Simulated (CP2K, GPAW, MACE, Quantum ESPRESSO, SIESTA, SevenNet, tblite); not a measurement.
**Quantum ESPRESSO on random fluorite-type (Ti, Sn, Zr)O2 solid solution (96 atoms): settings compared**

How far do other settings of Quantum ESPRESSO move the forces in random fluorite-type (Ti, Sn, Zr)O2 solid solution (96 atoms)? One run of the same program serves as the yardstick.

Calculated with Quantum ESPRESSO 7.5; the method is named at each step.

### Step 1. The structure

The cell holds 96 atoms: 12 Zr, 64 O, 12 Ti and 8 Sn. Cell: a = 9.966 Å, b = 9.966 Å, c = 9.966 Å, α = 90.0°, β = 90.0°, γ = 90.0°. Fluorite-type lattice (a = 4.983 Å, the mean of the end members), 2 x 2 x 2 cells, metal sites filled at random with 12 Ti, 8 Sn, 12 Zr; every coordinate displaced by a Gaussian of 0.05 Å. Then every atom was moved at random, 0.03 Å r.m.s. a Cartesian component.

The yardstick, on the same geometry:

```
method                                           : Kohn-Sham DFT, PBE, SSSP efficiency 1.3.0 pseudopotentials, plane waves (Quantum ESPRESSO 7.5); sssp-pbe-1.3.0-efficiency, cutoffs 60/480 Ry, Γ point
r.m.s. force component                           : 1.104 eV/Å
longest force                                    : 3.828 eV/Å
pressure                                         : 9.851 GPa
gap (highest filled to lowest empty level) : 0.9189 eV
time                                             : 26 min on 1 thread of Arm Neoverse V1, shared host
CPU time                                         : 26 min
```

### Step 2. PBE, sssp-1.3.0-efficiency, 30/240 Ry

Method: Kohn-Sham DFT, PBE, SSSP efficiency 1.3.0 pseudopotentials, plane waves.

pw.in

```
&control
  calculation = 'scf'
  pseudo_dir = './pseudo'
  outdir = './tmp'
  disk_io = 'none'
  tprnfor = .true.
  tstress = .true.
/
&system
  ibrav = 0
  nat = 96
  ntyp = 4
  ecutwfc = 30
  ecutrho = 240
  nosym = .true.
  occupations = 'smearing'
  smearing = 'fd'
  degauss = 0.003675
/
&electrons
  conv_thr = 4.8e-07
  electron_maxstep = 100
  mixing_beta = 0.4
  mixing_mode = 'plain'
  diagonalization = 'david'
/
ATOMIC_SPECIES
Zr 91.224 Zr.upf
O 15.999 O.upf
Ti 47.867 Ti.upf
Sn 118.710 Sn.upf
CELL_PARAMETERS angstrom
9.96600 0.00000 0.00000
0.00000 9.96600 0.00000
0.00000 0.00000 9.96600
ATOMIC_POSITIONS crystal
Zr 0.99658 0.00603 0.00546
O 0.12437 0.12138 0.11745
O 0.36329 0.37845 0.36763
Ti 0.00131 0.24951 0.24908
O 0.12577 0.36870 0.37038
O 0.36958 0.12348 0.12176
Zr 0.24315 0.00315 0.24435
O 0.37639 0.11424 0.37299
O 0.12801 0.37784 0.13026
Sn 0.24564 0.24994 0.99755
O 0.37906 0.37218 0.13172
O 0.11778 0.12954 0.37428
Zr 0.00568 0.00435 0.49777
O 0.12596 0.12369 0.62140
O 0.37272 0.36295 0.87726
Ti 0.99681 0.24575 0.74487
O 0.11591 0.37070 0.86848
O 0.37765 0.12311 0.62290
Ti 0.25312 0.00021 0.74080
O 0.37696 0.12557 0.87041
O 0.12583 0.38292 0.61868
Zr 0.24377 0.25334 0.50539
O 0.37180 0.37577 0.61571
O 0.12775 0.11972 0.87438
Ti 0.00240 0.50174 0.99802
O 0.12150 0.62629 0.13091
O 0.38337 0.87513 0.36901
Sn 0.00377 0.75329 0.24535
O 0.11929 0.86900 0.36825
O 0.37608 0.61641 0.12356
Ti 0.25811 0.50385 0.24178
O 0.37026 0.62834 0.36575
O 0.12775 0.86829 0.13553
Zr 0.25326 0.75525 0.99770
O 0.37053 0.88030 0.12106
O 0.12555 0.61597 0.37233
Zr 0.00758 0.50491 0.49634
O 0.12767 0.62444 0.62261
O 0.36858 0.88340 0.87129
Ti 0.98962 0.74607 0.75307
O 0.12284 0.86328 0.86958
O 0.37457 0.61627 0.63590
Zr 0.25482 0.49720 0.74992
O 0.37513 0.62125 0.87132
O 0.12371 0.86386 0.63306
Ti 0.24592 0.75000 0.49237
O 0.37902 0.87104 0.61668
O 0.11675 0.62128 0.87243
Sn 0.49726 0.00174 0.99925
O 0.62790 0.11614 0.13032
O 0.87902 0.38410 0.37034
Ti 0.49566 0.25643 0.24917
O 0.62510 0.37375 0.36981
O 0.87578 0.12724 0.11964
Zr 0.75129 0.99037 0.25720
O 0.86757 0.12570 0.38119
[... 36 atom lines left out ...]
O 0.62958 0.87721 0.62747
Sn 0.74694 0.74188 0.50884
O 0.88033 0.87479 0.62041
O 0.62237 0.62099 0.88826
K_POINTS gamma
```

Command:

```
$ OMP_NUM_THREADS=1 mpirun -np 2 pw.x -in pw.in > output.txt
```

The program printed:

```text
Program PWSCF
     gamma-point specific algorithms are used
     Parallelization info
     sticks:   dense  smooth     PW     G-vecs:    dense   smooth      PW
     Min        3388    1693    423               209856    74297    9306
     Max        3389    1696    430               209861    74300    9307
     Sum        6777    3389    853               419717   148597   18613
     bravais-lattice index     =            0
     lattice parameter (alat)  =      18.8330  a.u.
     unit-cell volume          =    6679.7352 (a.u.)^3
     number of atoms/cell      =           96
     number of atomic types    =            4
     number of electrons       =       784.00
     number of Kohn-Sham states=          470
     kinetic-energy cutoff     =      30.0000  Ry
     charge density cutoff     =     240.0000  Ry
     scf convergence threshold =      4.8E-07
     mixing beta               =       0.4000
     number of iterations used =            8  plain     mixing
     Exchange-correlation= SLA  PW   PBE  PBE
                           (   1   4   3   4   0   0   0)
     crystal axes: (cart. coord. in units of alat)
               a(1) = (   1.000000   0.000000   0.000000 )
               a(2) = (   0.000000   1.000000   0.000000 )
               a(3) = (   0.000000   0.000000   1.000000 )
     reciprocal axes: (cart. coord. in units 2 pi/alat)
               b(1) = (  1.000000  0.000000  0.000000 )
               b(2) = (  0.000000  1.000000  0.000000 )
               b(3) = (  0.000000  0.000000  1.000000 )
     PseudoPot. # 1 for Zr:
     Pseudo is Ultrasoft + core correction, Zval = 12.0
     PseudoPot. # 2 for O :
     Pseudo is Projector augmented-wave + core cor, Zval =  6.0
     PseudoPot. # 3 for Ti:
     Pseudo is Ultrasoft + core correction, Zval = 12.0
     PseudoPot. # 4 for Sn:
     Pseudo is Ultrasoft + core correction, Zval = 14.0
     atomic species   valence    mass     pseudopotential
     Zr               12.00    91.22400     Zr( 1.00)
     O                 6.00    15.99900     O ( 1.00)
     Ti               12.00    47.86700     Ti( 1.00)
     Sn               14.00   118.71000     Sn( 1.00)
     No symmetry found
   Cartesian axes
     number of k points=     1  Fermi-Dirac smearing, width (Ry)=  0.0037
                       cart. coord. in units 2pi/alat
        k(    1) = (   0.0000000   0.0000000   0.0000000), wk =   2.0000000
     Dense  grid:   209859 G-vectors     FFT dimensions: (  96,  96,  96)
     Smooth grid:    74299 G-vectors     FFT dimensions: (  72,  72,  72)
     Check: negative core charge=   -0.000015
     Initial potential from superposition of free atoms
     starting charge     763.9732, renormalised to     784.0000
     negative rho (up, down):  7.732E-01 0.000E+00
     Starting wfcs are  604 randomized atomic wfcs
     Self-consistent Calculation
     iteration #  1     ecut=    30.00 Ry     beta= 0.40
     negative rho (up, down):  7.755E-01 0.000E+00
     total energy              =   -6550.77767451 Ry
     estimated scf accuracy    <      92.06906730 Ry
     iteration #  2     ecut=    30.00 Ry     beta= 0.40
     negative rho (up, down):  7.674E-01 0.000E+00
     total energy              =   -6487.08643490 Ry
     estimated scf accuracy    <    1627.66799819 Ry
     iteration #  3     ecut=    30.00 Ry     beta= 0.40
     negative rho (up, down):  7.683E-01 0.000E+00
     total energy              =   -6590.98434108 Ry
     estimated scf accuracy    <     111.48733965 Ry
     iteration #  4     ecut=    30.00 Ry     beta= 0.40
     negative rho (up, down):  7.719E-01 0.000E+00
     total energy              =   -6597.80675886 Ry
     estimated scf accuracy    <      33.91603540 Ry
     iteration #  5     ecut=    30.00 Ry     beta= 0.40
     negative rho (up, down):  7.760E-01 0.000E+00
     total energy              =   -6598.96315146 Ry
     estimated scf accuracy    <      11.74047286 Ry
     iteration #  6     ecut=    30.00 Ry     beta= 0.40
[...]
total energy              =   -6596.87807213 Ry
     estimated scf accuracy    <       6.41591064 Ry
[...]
c_bands:  1 eigenvalues not converged
[...]
total energy              =   -6597.76625992 Ry
[...]
iteration # 23     ecut=    30.00 Ry     beta= 0.40
[...]
total energy              =   -6597.76626099 Ry
     estimated scf accuracy    <       0.00000132 Ry
     iteration # 24     ecut=    30.00 Ry     beta= 0.40
[...]
total energy              =   -6597.76626116 Ry
     estimated scf accuracy    <       0.00000060 Ry
     iteration # 25     ecut=    30.00 Ry     beta= 0.40
     negative rho (up, down):  8.121E-01 0.000E+00
     End of self-consistent calculation
          k = 0.0000 0.0000 0.0000 (  9307 PWs)   bands (ev):
   -46.1275 -45.9717 -45.7712 -45.7620 -45.7280 -45.6325 -45.5777 -45.5296
   -45.5180 -45.4411 -45.4239 -45.2520 -36.2144 -36.0512 -35.9502 -35.9485
   -35.9023 -35.8981 -35.8879 -35.7643 -35.5613 -35.5553 -35.5111 -35.4304
   -22.2982 -22.2779 -22.2554 -22.1717 -22.1293 -22.1056 -21.9864 -21.9616
   -21.9442 -21.9413 -21.9269 -21.8981 -21.8746 -21.8642 -21.8365 -21.8354
   -21.8127 -21.7887 -21.7728 -21.7723 -21.7476 -21.7357 -21.7317 -21.7159
[...]
15.6767  15.6936  15.7606  15.8232  15.8620  15.8979  15.9577  15.9727
    16.0137  16.0281  16.0521  16.0971  16.1490  16.2003  16.2258  16.2595
    16.2761  16.3039  16.3521  16.3701  16.4444  16.4573  16.4873  16.5273
    16.5773  16.6117  16.6209  16.6542  16.7411  16.8369
     the Fermi energy is    12.7568 ev
!    total energy              =   -6597.76626108 Ry
     estimated scf accuracy    <       0.00000027 Ry
     smearing contrib. (-TS)   =      -0.00002092 Ry
     internal energy E=F+TS    =   -6597.76624017 Ry
     The total energy is F=E-TS. E is the sum of the following terms:
     one-electron contribution =   -1202.97405854 Ry
     hartree contribution      =    1139.58807725 Ry
     xc contribution           =   -1292.68428599 Ry
     ewald contribution        =   -4632.29492432 Ry
     one-center paw contrib.   =    -609.40104857 Ry
     convergence has been achieved in  25 iterations
     negative rho (up, down):  8.121E-01 0.000E+00
     Forces acting on atoms (cartesian axes, Ry/au):
     atom    1 type  1   force =    -0.01513785   -0.04324368   -0.08133775
     atom    2 type  2   force =    -0.00863818    0.04714447    0.06081223
     atom    3 type  2   force =     0.07682981    0.01387113    0.01827621
     atom    4 type  3   force =    -0.00672130    0.05634778    0.00625526
     atom    5 type  2   force =    -0.02477119   -0.01480268   -0.02808096
     atom    6 type  2   force =     0.02085242    0.05074952   -0.00352467
[...]
atom   94 type  4   force =     0.06668598    0.04827271   -0.07579899
     atom   95 type  2   force =    -0.01814403   -0.03149893    0.00239444
     atom   96 type  2   force =    -0.03186754   -0.04442198   -0.08860201
     Total force =     0.719645     Total SCF correction =     0.001796
     Computing stress (Cartesian axis) and pressure
     negative rho (up, down):  8.121E-01 0.000E+00
          total   stress  (Ry/bohr**3)                   (kbar)     P=     -349.37
  -0.00239204   0.00012110  -0.00003696         -351.88       17.81       -5.44
   0.00012110  -0.00237475   0.00001174           17.81     -349.34        1.73
  -0.00003696   0.00001174  -0.00235819           -5.44        1.73     -346.90
     Message from routine punch:
     Nothing written, as per user request (disk_io='none')
```

Run time: 5.8 min. Hardware: 2 MPI ranks of Arm Neoverse V1, shared host; peak memory 1.1 GiB.

Banners, paths, timers and routine set-up lines are dropped from the logs unmarked, and long logs keep their key lines alone; longer cuts are marked.

Against the reference:

```
r.m.s. force component                           : 1.09 eV/Å
r.m.s. difference of force components            : 37.77 meV/Å
longest difference of force vectors              : 143.7 meV/Å
force difference over r.m.s. force               : 3.422 %
slope of forces against the reference's          : 0.9872
correlation of force components                  : 0.9995
gap (highest filled to lowest empty level) : 0.9243 eV
gap difference                                   : 0.0054 eV
pressure                                         : -34.94 GPa
pressure difference                              : -44.79 GPa
energy less the same-level run's                 : 563 meV/atom
r.m.s. force difference from the same-level run  : 37.77 meV/Å
```

This is a coarse setting, run to see what it loses.

Length of the force difference by element (eV/Å):

```csv
element,atoms,mean,most
O,64,0.072,0.14
Sn,8,0.008,0.016
Ti,12,0.021,0.030
Zr,12,0.031,0.043
```

Levels nearest the highest filled one (eV from it): -0.51, -0.49, -0.42, -0.36, -0.33, -0.30, -0.29, -0.22, -0.21, -0.09, -0.05, 0.00, 0.92, 1.03, 1.06, 1.13, 1.29, 1.30, 1.36, 1.39, 1.43, 1.45, 1.50, 1.55.

Local excerpt of 9 atoms (numbers count through the whole input) about Ti19, picked at random; x, y, z are measured from there.

| atom | x | y | z | distance (Å) | bonds | Fx | Fy | Fz (eV/Å) |
| --- | --- | --- | --- | --- | --- | --- | --- | --- |
| Ti19 | 0.00 | 0.00 | 0.00 | 0.00 | 8 | -1.18 | -0.81 | 1.33 |
| O39 | 1.15 | -1.16 | 1.30 | 2.09 | 4 | -0.08 | 0.11 | -0.92 |
| O18 | 1.24 | 1.22 | -1.17 | 2.10 | 4 | -0.40 | 0.28 | 1.89 |
| O14 | -1.27 | 1.23 | -1.19 | 2.13 | 4 | 0.16 | -0.05 | 1.31 |
| O45 | -1.29 | -1.36 | -1.07 | 2.16 | 4 | 1.53 | 1.20 | -1.06 |
| O24 | -1.25 | 1.19 | 1.33 | 2.18 | 4 | 0.87 | -0.12 | -1.81 |
| O20 | 1.23 | 1.25 | 1.29 | 2.18 | 4 | 0.67 | -0.03 | -1.63 |
| O47 | 1.25 | -1.29 | -1.24 | 2.18 | 4 | -1.74 | -0.86 | 0.95 |
| O41 | -1.30 | -1.36 | 1.28 | 2.28 | 4 | 0.06 | 0.44 | 0.15 |

Forces lie 3.4 % from the reference's, at 0.44 times its CPU time (on 2 against 1 cores).

Within one program, basis, potentials and functional, energies share a zero. Each run against its twin at the usual cutoff or grid and solver:

```
                                     run                              twin  Δ energy (meV/atom)  Δ force, r.m.s. (meV/Å)         CPU time over the twin's
QE PBE, sssp-1.3.0-efficiency, 30/240 Ry  sssp-1.3.0-efficiency, 60/480 Ry                  563                     37.8  0.45 (this twin ran on 1 cores)
```

### Step 3. Results

- force difference from the reference: QE PBE, sssp-1.3.0-efficiency, 30/240 Ry (coarse), 3.4 %
- its CPU time: 12 min

In words: Runs with settings chosen to be coarse differ by 3.4 % (QE PBE, sssp-1.3.0-efficiency, 30/240 Ry). One electronic-structure run takes under half the reference's CPU time: QE PBE, sssp-1.3.0-efficiency, 30/240 Ry, at 3.4 % in 12 min against 26 min; its pressure misses by -44.8 GPa. PBE gaps agree with the reference's 0.919 eV within 0.006 eV. These are spacings on the run's k-points, which needn't hold the band edges. In pressure, QE PBE, sssp-1.3.0-efficiency, 30/240 Ry misses by -44.8 GPa, at the same functional; a cutoff this low leaves a large Pulay stress. The reference's pressure holds the uncorrected Pulay stress of its 60 Ry basis, so small pressure differences, and their order, may be the reference's own error. The host structure and its lattice constant were typed by rule, without a check against the phase diagram. The reference's pressure of 9.9 GPa belongs to a cell and atoms that aren't relaxed at this level. The runs have no spin polarisation, so any moments at edges, vacancies or dangling bonds can't form. The electronic-structure runs sample only Γ, in a cell whose shortest periodic width is 10 Å.

[Also dropped from logs without a mark: logging warnings of Python, and SIESTA's first energy breakdown and zero terms.]

[Logs are printed without paths, hosts, clocks, repeated set-up lines and the standing remarks that a program may print on its own settings, such as how far it seeks lower states.]

[Hosts, paths, dates, database ids (printed as entryN), source tags and the programs' standing remarks are cut or masked in the printed files.]
